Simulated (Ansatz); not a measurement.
Structure search: one MoS2 candidate

The calculation used DFT PBE, scalar-relativistic, plane waves, PAW in Ansatz. Cutoff 420 eV, Gaussian smearing, Γ-centred meshes. Cell and atoms relax first on a coarse mesh and then on a finer one. In between, the cell is made exact in the group found at 0.06 Å. In metals the finer mesh still leaves noise of several meV/atom or more. The steps can't lower the symmetry of their start. Collinear spin, starting moments Mo 1.0 μB; they died out on the coarse mesh, so the last step has no spin.

The guess for MoS2 was made by a generator: random cell by space group and Wyckoff sites (Cmmm, No. 65). Its size is a rough estimate.

```
Mo S
1.0
     2.23867   -2.30290    0.00000
     2.23867    2.30290    0.00000
     0.00000    0.00000    6.20697
Mo S
1 2
Direct
  0.00000 0.00000 0.00000
  0.00000 0.00000 0.71324
  0.00000 0.00000 0.28676
```

Formation energies are uncorrected and refer to the elements' standard structures at the same level.

Question: Which structure results?

Answer: The symmetry stays Cmmm (No. 65). The volume per atom shrinks by 4.9 %, from 21.3 to 20.3 Å³. The shortest distance goes from 1.78 Å (Mo–S) to 2.46 Å (Mo–S). The energy falls by about 2.6 eV/atom (the start's value is from the coarse mesh). Conventional cell: a = 3.544 Å, b = 3.683 Å, c = 9.330 Å. Mo has 2 S at 2.46 Å and 4 Mo at 2.56 Å; around S lie 1 Mo at 2.46 Å and 4 S at 2.56 Å.

```
CELL_PARAMETERS angstrom
1.77183 -1.84134 0.00000
1.77183 1.84134 0.00000
0.00000 0.00000 9.32984
ATOMIC_POSITIONS crystal
Mo 0.00000 0.00000 0.00000
S 0.00000 0.00000 0.73594
S 0.00000 0.00000 0.26406
```

Question: How does it come out in energy, and is it a metal?

Answer: The formation energy is +0.39 eV/atom and the gap on the 18×18×6 mesh of the 3-atom cell is 0 eV (a metal).

The separate elements lie lower, so it is unstable against them.

The last run used Gaussian smearing of 0.10 eV. Weakly bound directions are ill-defined at this level, which has no dispersion term. The reference form of S is held partly by dispersion forces, which this level lacks. A structure relaxed within its symmetry needn't be a true minimum. In all, the 3 runs took 5.8 min on 1 thread of Intel(R) Xeon(R) Processor @ 2.70GHz, on a shared host. Another cell of MoS2 relaxed alike, in P6_3/mmc (a cell as deposited in COD), lies 1.28 eV/atom lower, so this cell isn't the stable form at this level.
